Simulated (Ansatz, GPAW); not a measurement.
# CoO: programs and potentials compared

```
Co O
1.0
     0.00000    2.13150    2.13150
     2.13150    0.00000    2.13150
     2.13150    2.13150    0.00000
Co O
1 1
Direct
  0.00000 0.00000 0.00000
  0.50000 0.50000 0.50000
```

Alike in all runs: task single point; functional PBE; k mesh 11 × 11 × 11; occupations gaussian, width 0.016 eV; collinear spin, ferromagnetic start; no spin-orbit coupling. The measured crystal is an antiferromagnetic insulator; the state found here is the runs' own. Pressure is positive in compression and, in plane waves, holds the error of the finite cutoff, which Ansatz's Pulay term estimates and takes out.

```tsv
program and potentials	plane-wave cutoff (eV)	notes	pressure (GPa)	net moment per atom (μB)
Ansatz, Ansatz PAW	420	11.5 valence electrons an atom on average	?	?
Ansatz, all-electron LAPW, scalar-relativistic	-	-	-1.65	1.49
GPAW, GPAW PAW data sets (gpaw-data 1.2.1)	800	7.5 valence electrons an atom on average	-1.04	1.49
```

Problem. Estimate from the other rows what the run with Ansatz, Ansatz PAW gave.

Solution. Pressure -1.55 GPa; net moment per atom 1.49 μB. Its pressure holds a Pulay term of +0.74 GPa. The other rows, which needn't bracket it: pressure -1.65 to -1.04; net moment per atom 1.49.
